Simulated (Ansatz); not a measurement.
This script drives the Python package of Ansatz (0.2.0).

The script, `feco_pipeline.py`:
```python
"""Relax FeCo, then bands and states at the relaxed cell."""

import logging
import sys
import warnings

import ansatz as az
import numpy as np

logging.basicConfig(stream=sys.stdout, format="[%(levelname)s] %(message)s")
logger = logging.getLogger("run")
logger.setLevel(logging.INFO)


def count_gap(report):
    # lowest empty less highest filled band, counting bands; zero where they overlap
    return max(report.get("gap_by_band_count_ev") or 0.0, 0.0)


def configured(crystal, spacing):
    return (
        crystal.calculation()
        .spin(az.SpinTreatment.COLLINEAR)
        .occupations("cold", width=0.1)
        .scf(tolerance=1e-08)
        .functional("pbe")
        .kpoints(spacing=spacing)
    )

warnings.simplefilter("ignore", az.DeckWarning)

lattice = az.Lattice.of(
    (2.857, 0.0, 0.0),
    (0.0, 2.857, 0.0),
    (0.0, 0.0, 2.857),
)
sites = [
    ("Fe", (0.5, 0.5, 0.5)),
    ("Co", (0.0, 0.0, 0.0)),
]
cell = az.Crystal(lattice=lattice)
for symbol, position in sites:
    cell = cell.atom(symbol, position)
cell = cell.moments(Fe=3.5, Co=2.5)

relaxed = configured(cell, 0.3).relax(cell=True, force_tolerance=0.01, max_steps=40).checkpoint(write="relax.run").run(threads=1)
cell = np.asarray(relaxed.lattice.cell_ang)
print("relaxed edges (A):", np.linalg.norm(cell, axis=1).round(4), " volume:", round(abs(np.linalg.det(cell)), 3), "A^3")
for site in relaxed.lattice.sites:
    print(" ", site.symbol, np.round(site.position_frac, 4) + 0.0)

final = az.Crystal.from_checkpoint("relax.run")
out = configured(final, 0.22).functional("r2scan").stress().band_table().density_of_states(energy_step=0.05).run(threads=1)
data = out.report
dos = out.density_of_states()
logger.info(f"pressure at the relaxed cell {np.trace(data['stress_gpa']) / 3:.3f} GPa, gap by band count {count_gap(data):.3f} eV")
if count_gap(data) == 0:
    print("states/eV at the Fermi level:", round(float(np.interp(dos.fermi_ev, dos.energies_ev, dos.spin_summed_g_bin_mean_per_ev)), 3))
print("site moments (muB):", [round(m, 2) for m in data["site_moments_mub"]])
print("electrons up, down:", [round(n, 3) for n in data["spin_occupation_sums"]])
```

It is started by `python feco_pipeline.py`. Estimate its wall time and peak memory on 1 thread of Arm Neoverse V1 (shared host).

It took about 31 s, with a peak of 0.52 GiB, for 2 runs of the engine.

Running `python feco_pipeline.py` prints:
```text
relaxed edges (A): [2.8489 2.8489 2.8489]  volume: 23.121 A^3
  Fe [0.5 0.5 0.5]
  Co [0. 0. 0.]
[INFO] pressure at the relaxed cell -1.926 GPa, gap by band count 0.000 eV
states/eV at the Fermi level: 0.59
site moments (muB): [3.12, 1.97]
electrons up, down: [18.927, 14.073]
```

Caveats:
- The magnetic order follows from the starting moments and needn't be the lowest.
- The mesh is modest for a metal, so energies can be off by several to tens of meV an atom and pressures by half a GPa or more; differences at equal mesh fare better.
- The zero of the levels is a convention of the potentials, so an absolute Fermi energy is no work function.
- The program warned that this SCF threshold is loose for forces or stresses.
- A gap by band count of zero or less means overlapping bands, a metal.
- r2SCAN tends to overestimate the moments of itinerant magnets.
- The structure is a deposited one; some such entries were measured under pressure or heat, so a shift against it needn't be the functional's error alone.
- Levels are Kohn-Sham eigenvalues on this mesh.
- Where the second run takes another functional or mesh than the relaxation, its pressure isn't zero; pressure is positive in compression.
- The computed bands are complete only to about 8.5 eV above the Fermi level; beyond that the density of states is undercounted.
- The script silences the warnings on its input, which a real study should read.

(Lines on the test bed's own set-up are left out of the output.)
